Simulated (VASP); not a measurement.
A run of VASP 6.6.1 is set up as follows.

File INCAR:

```
SYSTEM = Cu
  PREC = Accurate
  ENCUT = 520
  EDIFF = 1E-6
  ISMEAR = 0
  SIGMA = 0.1
  LREAL = .FALSE.
  LASPH = .TRUE.
  NELM = 100
  ALGO = Normal
  ISIF = 2
  LWAVE = .FALSE.
  LCHARG = .FALSE.
  GGA = CA
  NBANDS = 18
```

Contents of KPOINTS:

```
regular mesh
0
G
  8 8 8
  0 0 0
```

File POSCAR:

```
Cu
1.0
    1.2184636900     -3.9763780104      0.0000000000
    1.2184636900      3.9763780104      0.0000000000
    0.0000000000      0.0000000000      2.4754955235
Cu
2
Direct
    0.1338666500      0.8661333500      0.2500000000
    0.8661333500      0.1338666500      0.7500000000
```

Potentials or basis: VASP PAW LDA potentials, release 64 (Cu).

Command:

```console
$ cat potpaw_LDA.64/Cu/POTCAR > POTCAR
$ mpirun -np 1 vasp_std > vasp.out
```

Question: What does it give for the pressure?

Answer: -6.8 GPa.

Question: What does it give for the band gap on the k mesh?

Answer: None (metal or under the smearing width).

Question: Predict the largest force.

Answer: 0.045 eV/Å.

Forces on the atoms (eV/Å):
```
Cu   0.000 -0.045  0.000
Cu   0.000  0.045  0.000
```
